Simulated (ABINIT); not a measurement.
Input of an ABINIT 10.8.3 (patched build) run:

Contents of run.abi:

```
# Pseudopotentials
pp_dirpath "./"
pseudos "Al.upf, N.upf"

# Structure
acell 3*1.0 Angstrom
rprim
     3.1130000000     0.0000000000     0.0000000000
    -1.5565000000     2.6959370820     0.0000000000
     0.0000000000     0.0000000000     4.9810000000
ntypat 2
znucl 13 7
natom 4
typat 1 1 2 2
xred
     0.6666666667     0.3333333333     0.5000000000
     0.3333333333     0.6666666667     0.0000000000
     0.6666666667     0.3333333333     0.8800000000
     0.3333333333     0.6666666667     0.3800000000

# Plane-wave basis
ecut 35.0

# k points
kptopt 1
ngkpt 6 6 4
nshiftk 1
shiftk 0.0 0.0 0.0

# Exchange and correlation
ixc -428

# Bands and occupations
nband 10
occopt 1

# SCF cycle
nstep 60
diemac 6.0
toldfe 1.0e-7

# Output
iomode 3
prtwf 0
prteig 0
prtebands 0
enunit 1
prtvol 2
prtden 1
prtvha 1
prtvclmb 1
prtpot 1
prtelf 1
```

Potentials or basis: PseudoDojo NC SR PBE v0.4.1 standard.

The run is started by

```sh
$ mpirun --bind-to none -np 8 abinit run.abi > log 2>&1
```

Question: What does it give for the pressure?

Answer: -1.4 GPa.

Question: Estimate the largest force.

Answer: 0.128 eV/Å.

Forces on the atoms (eV/Å):
```
Al   0.000  0.000 -0.128
Al   0.000  0.000 -0.128
N    0.000  0.000  0.128
N    0.000  0.000  0.128
```

Caveat: Libxc's HSE differs a little from that of other programs; the potentials were made for another functional, which shifts forces and pressure.

**Measured values to compare with.**

“Structural and optical properties of self-assembled AlN nanowires grown on SiO2/Si substrates by molecular beam epitaxy”, 2024, arxiv:2402.00216 quotes, for a bulk crystal of AlN at 0 K: band gap 6.0343 eV (an exciton energy, a little under the gap).

Measured gap of AlN: 6.0343 eV (an exciton energy, a little under the gap; 0 K; quoted in “Structural and optical properties of self-assembled AlN nanowires grown on SiO2/Si substrates by molecular beam epitaxy”, 2024, arxiv:2402.00216). This calculation gives 5.58 eV (-0.45 eV). 2 values of this kind are on record (6.034 to 6.0343 eV); this one was drawn at random. The value is that of HSE06, without temperature or zero-point motion.
